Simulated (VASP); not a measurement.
A run of VASP 6.6.1 is set up as follows.

Contents of INCAR:

```
SYSTEM = HfSi2
PREC = Accurate
ENCUT = 520
EDIFF = 1E-7
ISMEAR = 1
SIGMA = 0.1
LREAL = .FALSE.
LASPH = .TRUE.
NELM = 60
ALGO = Fast
ISIF = 2
LWAVE = .FALSE.
LCHARG = .FALSE.
GGA = PE
ICORELEVEL = 1
```

KPOINTS

```
regular mesh
0
G
  4 2 4
  0 0 0
```

The input POSCAR:

```
HfSi2
1.0
    7.3440000000      0.0000000000      0.0000000000
    0.0000000000     14.5700000000      0.0000000000
    0.0000000000      0.0000000000      7.2820000000
Si Si Hf
1 31 16
Direct
    0.0000000000      0.2500000000      0.8750000000
    0.2500000000      0.9410000000      0.1250000000
    0.2500000000      0.9410000000      0.6250000000
    0.5000000000      0.4410000000      0.1250000000
    0.5000000000      0.4410000000      0.6250000000
    0.7500000000      0.9410000000      0.1250000000
    0.7500000000      0.9410000000      0.6250000000
    0.0000000000      0.4410000000      0.1250000000
    0.0000000000      0.4410000000      0.6250000000
    0.2500000000      0.0590000000      0.3750000000
    0.2500000000      0.0590000000      0.8750000000
    0.5000000000      0.5590000000      0.3750000000
    0.5000000000      0.5590000000      0.8750000000
    0.7500000000      0.0590000000      0.3750000000
    0.7500000000      0.0590000000      0.8750000000
    0.0000000000      0.5590000000      0.3750000000
    0.0000000000      0.5590000000      0.8750000000
    0.2500000000      0.2500000000      0.1250000000
    0.2500000000      0.2500000000      0.6250000000
    0.5000000000      0.7500000000      0.1250000000
    0.5000000000      0.7500000000      0.6250000000
    0.7500000000      0.2500000000      0.1250000000
    0.7500000000      0.2500000000      0.6250000000
    0.0000000000      0.7500000000      0.1250000000
    0.0000000000      0.7500000000      0.6250000000
    0.2500000000      0.7500000000      0.3750000000
    0.2500000000      0.7500000000      0.8750000000
    0.5000000000      0.2500000000      0.3750000000
    0.5000000000      0.2500000000      0.8750000000
    0.7500000000      0.7500000000      0.3750000000
    0.7500000000      0.7500000000      0.8750000000
    0.0000000000      0.2500000000      0.3750000000
    0.2500000000      0.6060000000      0.1250000000
    0.2500000000      0.6060000000      0.6250000000
    0.5000000000      0.1060000000      0.1250000000
    0.5000000000      0.1060000000      0.6250000000
    0.7500000000      0.6060000000      0.1250000000
    0.7500000000      0.6060000000      0.6250000000
    0.0000000000      0.1060000000      0.1250000000
    0.0000000000      0.1060000000      0.6250000000
    0.2500000000      0.3940000000      0.3750000000
    0.2500000000      0.3940000000      0.8750000000
    0.5000000000      0.8940000000      0.3750000000
    0.5000000000      0.8940000000      0.8750000000
    0.7500000000      0.3940000000      0.3750000000
    0.7500000000      0.3940000000      0.8750000000
    0.0000000000      0.8940000000      0.3750000000
    0.0000000000      0.8940000000      0.8750000000
```

Potentials or basis: VASP PAW PBE potentials, release 64 (Si, Hf_pv).

Launch:

```sh
$ cat potpaw_PBE.64/Si/POTCAR potpaw_PBE.64/Si/POTCAR potpaw_PBE.64/Hf_pv/POTCAR > POTCAR
$ mpirun -np 8 vasp_std > vasp.out
```

Task: Estimate the pressure.

Result: 1.2 GPa.

Task: Estimate the largest force.

Result: 0.646 eV/Å.

Task: Predict the band gap on the k mesh.

Result: None (metal or under the smearing width).

Forces on the atoms (eV/Å):
```
Si   0.000  0.019  0.000
Si   0.000  0.646  0.000
Si   0.000  0.646  0.000
Si   0.000  0.646  0.000
Si   0.000  0.646  0.000
Si   0.000  0.646  0.000
Si   0.000  0.646  0.000
Si   0.000  0.646  0.000
Si   0.000  0.646  0.000
Si   0.000 -0.646  0.000
Si   0.000 -0.646  0.000
Si   0.000 -0.646  0.000
Si   0.000 -0.646  0.000
Si   0.000 -0.646  0.000
Si   0.000 -0.646  0.000
Si   0.000 -0.646  0.000
Si   0.000 -0.646  0.000
Si   0.000 -0.019  0.000
Si   0.000 -0.019  0.000
Si   0.000 -0.019  0.000
Si   0.000 -0.019  0.000
Si   0.000 -0.019  0.000
Si   0.000 -0.019  0.000
Si   0.000 -0.019  0.000
Si   0.000 -0.019  0.000
Si   0.000  0.019  0.000
Si   0.000  0.019  0.000
Si   0.000  0.019  0.000
Si   0.000  0.019  0.000
Si   0.000  0.019  0.000
Si   0.000  0.019  0.000
Si   0.000  0.019  0.000
Hf   0.000 -0.178  0.000
Hf   0.000 -0.178  0.000
Hf   0.000 -0.178  0.000
Hf   0.000 -0.178  0.000
Hf   0.000 -0.178  0.000
Hf   0.000 -0.178  0.000
Hf   0.000 -0.178  0.000
Hf   0.000 -0.178  0.000
Hf   0.000  0.178  0.000
Hf   0.000  0.178  0.000
Hf   0.000  0.178  0.000
Hf   0.000  0.178  0.000
Hf   0.000  0.178  0.000
Hf   0.000  0.178  0.000
Hf   0.000  0.178  0.000
Hf   0.000  0.178  0.000
```

Spin-orbit coupling is left out, which matters for the levels of Hf.
